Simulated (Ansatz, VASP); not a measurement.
## Al: VASP beside Ansatz

```
CELL_PARAMETERS angstrom
2.74424 0.00000 0.00000
-1.37212 2.37659 0.00000
0.00000 0.00000 4.50469
ATOMIC_POSITIONS crystal
Al 0.66667 0.33333 0.75000
Al 0.33333 0.66667 0.25000
```

Alike in both runs: functional PBE; dispersion D3(BJ); k mesh 18 × 18 × 10; occupations fermi-dirac, width 0.15 eV; no spin polarisation.

Ansatz relaxed the structure, and its values are those at the end. VASP's run is a single point on that final structure, the one shown.

```csv
,VASP,Ansatz
version,VASP 6.6.1,Ansatz 0.2.0
potentials or method,"VASP PAW PBE potentials, release 64 (Al)","scalar-relativistic, plane waves, PAW"
plane-wave cutoff (eV),520,420
valence electrons in the cell,6,6
```

```csv
,VASP,Ansatz,Ansatz less VASP
gap on the k mesh at the Fermi level (eV),none,none,-
pressure (GPa),8.0,8.0,+0.02
```

A gap of «none» marks a metal or a gap that the smearing closes.

Caveats: pairwise dispersion overbinds metals, which lowers pressure and volume.
